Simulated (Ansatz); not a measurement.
# Ge4H: the cost of one run

Computed with Ansatz 0.2.0 (DFT PBE+D3(BJ), scalar-relativistic, plane waves, PAW, unless a step's input says otherwise).

7 further runs of the same task are left out: 7 set aside as unsound or not needed. Runs told in other sessions of the task aren't counted.

### 1 The system as given

It takes space group Cm (No. 8, monoclinic). Conventional cell: a = 13.935 Å, b = 8.045 Å, c = 18.684 Å, α = 90.00°, β = 90.00°, γ = 90.00°. Around Ge (site symmetry m) lie 3 Ge at 2.42 Å. Ge (site symmetry 1) has 3 Ge at 2.42 Å in its first shell of neighbours. Ge (site symmetry m) is surrounded by 2 H at 1.14 to 1.67 Å. Ge (site symmetry m) has 1 H at 1.68 Å in its first shell of neighbours. H (site symmetry m) has 1 H at 0.65 Å and 1 Ge at 1.14 Å in its first shell of neighbours. H (site symmetry m) is surrounded by 1 H at 0.65 Å.

As a file:

```cif
data_structure
_symmetry_space_group_name_H-M 'P 1'
_symmetry_Int_Tables_number 1
_cell_length_a 8.0454
_cell_length_b 8.0454
_cell_length_c 18.6843
_cell_angle_alpha 90.000
_cell_angle_beta 90.000
_cell_angle_gamma 120.000
_cell_volume 1047.37
loop_
_atom_site_label
_atom_site_type_symbol
_atom_site_fract_x
_atom_site_fract_y
_atom_site_fract_z
_atom_site_occupancy
Ge1 Ge 0.16667 0.33333 0.25071 1
Ge2 Ge 0.16667 0.83333 0.25071 1
Ge3 Ge 0.66667 0.33333 0.25071 1
Ge4 Ge 0.66667 0.83333 0.25071 1
Ge5 Ge 0.33333 0.16667 0.21408 1
Ge6 Ge 0.33333 0.66667 0.21408 1
Ge7 Ge 0.83333 0.16667 0.21408 1
Ge8 Ge 0.83333 0.66667 0.21408 1
H1 H 0.72668 0.77332 0.29192 1
H2 H 0.77332 0.72668 0.29192 1
```

This is the geometry of the first run shown, built on a cell relaxed beforehand with the same method.

### 2 The scan

Atoms count from 1 in the order of the input.

H2 lies flat over one site of a rigid substrate while its bond length and height are varied.

The axes are (1) distance H9-H10: 8 values from 0.650 to 2.650 Å; (2) height of the H2 axis above the plane of Ge1: 9 values from 0.45 to 3.60 Å.

Nothing else is relaxed. Points are written as (first, second).

### 3 Grid point (0.650 Å, 0.77 Å)

The cell repeats along c, and a dipole correction in the vacuum removes the field between the copies.

File input.yaml:

```yaml
crystal:
  lattice:
    - [8.045379068, 0.0, 0.0]
    - [-4.022689534, 6.967502656, 0.0]
    - [0.0, 0.0, 18.6842610241]
  atoms:
    - { symbol: Ge, position: [0.1666666667, 0.3333333333, 0.2507062505] }
    - { symbol: Ge, position: [0.1666666667, 0.8333333333, 0.2507062505] }
    - { symbol: Ge, position: [0.6666666667, 0.3333333333, 0.2507062505] }
    - { symbol: Ge, position: [0.6666666667, 0.8333333333, 0.2507062505] }
    - { symbol: Ge, position: [0.3333333333, 0.1666666667, 0.2140839284] }
    - { symbol: Ge, position: [0.3333333333, 0.6666666667, 0.2140839284] }
    - { symbol: Ge, position: [0.8333333333, 0.1666666667, 0.2140839284] }
    - { symbol: Ge, position: [0.8333333333, 0.6666666667, 0.2140839284] }
    - { symbol: H, position: [0.7266774398, 0.7733225602, 0.2919174067] }
    - { symbol: H, position: [0.7733225602, 0.7266774398, 0.2919174067] }
basis:
  ecutwfc: 420
kpoints:
  mp_grid: { grid: [6, 6, 1] }
hamiltonian:
  xc: pbe
  pseudopotentials: { kind: paw, azcp: { folder: soft_1 } }
  dispersion: d3bj
scf:
  occupations: { method: gaussian, width: 0.1 }
output:
  forces: true
  eigenvalues: true
efield:
  axis: 3
  dipole_correction: true
  ramp_width: 0.04
```

The run is started by

```sh
> ansatz run input.yaml --threads 2 --pin off --max-ram 6144MiB --backend cpu --events-out ev --progress --plain --runs-dir out
```

What time and memory should one allow on 2 threads of Intel Xeon 6975P-C (Granite Rapids), shared host?

About 18 s, with a peak of 1.6 GiB.
